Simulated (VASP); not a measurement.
# MnO: DFT+U ground state, by Hubbard U and LDAUTYPE

MnO, P6_3mc (no. 186), 4 atoms in the cell.

| Hubbard U (eV) | LDAUTYPE | Hund's J (eV) | Form of DFT+U | Gap (eV) | Largest site moment (muB) | Time (s) |
|---|---|---|---|---|---|---|
| Mn shell d, U 4.5 | 1 | 0.5 | Liechtenstein, U + J and J | 0.65 | 4.52 | 39 |
| Mn shell d, U 4 | 1 | – | Liechtenstein, J = 0 | 0.64 | 4.52 | 36 |
| Mn shell d, U 4.5 | 2 | 0.5 | Dudarev, U + J and J | 0.64 | 4.52 | 28 |
| Mn shell d, U 4 | 2 | – | Dudarev, U alone | 0.64 | 4.52 | 24 |
| Mn shell d, U 4, O shell p, U 4 | 2 | – | Dudarev, U on the anion p shell too | 0.75 | 4.53 | 31 |
| Mn shell d, U 4.5 | 4 | 0.5 | type 4, U + J and J | 0.23 | 4.33 | 32 |
| – | – | – | none | 0.00 | 4.23 | 25 |

Limits: The cell is the same for all forms and was relaxed for none; total energies under different U or different forms can't be compared; magnetic orders weren't compared, so this needn't be the magnetic ground state.

## Input of the first row

INCAR:
```
ALGO     = Normal         # electronic algorithm
AMIX     = 0.2          
AMIX_MAG = 0.8          
BMIX     = 1E-4         
BMIX_MAG = 1E-4         
EDIFF    = 1E-6           # SCF threshold, eV
ENCUT    = 520            # plane-wave cutoff, eV
GGA      = PE             # functional
ISIF     = 2              # what is computed and relaxed
ISMEAR   = 0              # smearing method
ISPIN    = 2              # spin polarisation
LASPH    = True           # aspherical terms in the spheres
LCHARG   = False          # write CHGCAR
LDAU     = True           # DFT+U
LDAUJ    = 0.5 0        
LDAUL    = 2 -1           # shell
LDAUPRINT= 1            
LDAUTYPE = 1            
LDAUU    = 4.5 0          # U, eV
LMAXMIX  = 4              # l up to which the mixer works
LORBIT   = 11             # projections on sites
LREAL    = False          # projectors in reciprocal space
LWAVE    = False          # write WAVECAR
MAGMOM   = 5 -5 0 0       # initial moments
NELM     = 200            # most SCF steps
PREC     = Accurate       # precision mode
SIGMA    = 0.05           # smearing width, eV
```

KPOINTS:
```
k-points
0
Gamma
  8 8 4
```

POSCAR:
```
MnO
1.0
    3.3717000000      0.0000000000      0.0000000000
   -1.6858500000      2.9199778539      0.0000000000
    0.0000000000      0.0000000000      5.3855000000
Mn O
2 2
Direct
    0.6666666667      0.3333333333      0.5109600000
    0.3333333333      0.6666666667      0.0109600000
    0.6666666667      0.3333333333      0.8754700000
    0.3333333333      0.6666666667      0.3754700000
```

Commands:
```
cat potpaw_PBE.64/Mn_pv/POTCAR potpaw_PBE.64/O/POTCAR > POTCAR
mpirun -np 4 vasp_std > vasp.out
```

Changes of the last row against the first:
```
- LDAU = True
- LDAUTYPE = 1
- LDAUL = 2 -1
- LDAUU = 4.5 0
- LDAUJ = 0.5 0
- LDAUPRINT = 1
```

VASP 6.6.1 took 39 s on 4 cores (Intel Xeon Platinum 8259CL @ 2.50GHz (Skylake/Cascade Lake)), a shared host.
